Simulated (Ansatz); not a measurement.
InCuS2 (chalcopyrite)

```yaml
crystal:
  lattice:
    - [-2.78850, 2.78850, 5.61719]
    - [2.78850, -2.78850, 5.61719]
    - [2.78850, 2.78850, -5.61719]
  atoms:
    - { symbol: Cu, position: [0.75000, 0.25000, 0.50000] }
    - { symbol: Cu, position: [0.00000, 0.00000, 0.00000] }
    - { symbol: In, position: [0.25000, 0.75000, 0.50000] }
    - { symbol: In, position: [0.50000, 0.50000, 0.00000] }
    - { symbol: S, position: [0.09504, 0.12500, 0.47004] }
    - { symbol: S, position: [0.65496, 0.62500, 0.52996] }
    - { symbol: S, position: [0.37500, 0.90496, 0.02996] }
    - { symbol: S, position: [0.87500, 0.34504, 0.97004] }
```

The slice is a (100) plane (indices of the conventional cell) through the point (0.095, 0.125, 0.470) (fractional), spanned by u = [101] and v = [110] in vectors of this cell: u (5.58 Å) and v (11.23 Å, at 90° to u). It covers one period; positions are fractions (u, v).

All values below come from PBE (plane waves to 420 eV, PAW, scalar-relativistic; Ansatz, an electronic-structure program). k mesh 8×8×8. These are valence fields of a PAW run, semicore shells included where kept as valence: close to a nucleus they are smooth pseudo fields. At this level the bands of InCuS2 touch or barely overlap; measurements give the solid a gap. InCuS2 is run without spin polarisation. InCuS2 was relaxed with its symmetry unable to fall.

Q: Predict the map of the electrostatic potential energy of an electron, from the cell's mean on the slice.

A: 
| v \ u | 0.00 | 0.14 | 0.29 | 0.43 | 0.57 | 0.71 | 0.86 |
|---|---|---|---|---|---|---|---|
| 0.93 | x | 1.8 | 4.2 | 5.6 | 7.2 | 6.9 | 2.6 |
| 0.86 | 6.7 | 5.1 | 3.1 | 4.1 | 4.6 | 6.3 | 6.5 |
| 0.79 | 7.1 | 6.4 | 5.1 | x | x | 2.6 | 7.1 |
| 0.71 | 6.9 | 7.2 | 6.3 | x | x | 1.6 | 6.0 |
| 0.64 | 6.3 | 6.7 | 6.3 | 5.7 | 4.0 | 3.5 | 3.9 |
| 0.57 | x | x | 6.2 | 7.3 | 6.5 | 4.5 | 4.1 |
| 0.50 | x | x | 5.1 | 7.6 | 6.8 | 6.0 | 2.2 |
| 0.43 | x | x | 6.2 | 7.3 | 6.5 | 4.5 | 4.1 |
| 0.36 | 6.3 | 6.7 | 6.3 | 5.7 | 4.0 | 3.5 | 3.9 |
| 0.29 | 6.9 | 7.2 | 6.3 | x | x | 1.6 | 6.0 |
| 0.21 | 7.1 | 6.4 | 5.1 | x | x | 2.6 | 7.1 |
| 0.14 | 6.7 | 5.1 | 3.1 | 4.1 | 4.6 | 6.3 | 6.5 |
| 0.07 | x | 1.8 | 4.2 | 5.6 | 7.2 | 6.9 | 2.6 |
| 0.00 | x | x | 5.8 | 6.3 | 7.4 | 7.2 | x |

Values: electrostatic potential energy of an electron, from the cell's mean, in eV. Points within 1 Å of a nucleus are blanked (x), as the pseudised field means little there. The zero, the cell's mean, hangs on the PAW cores.
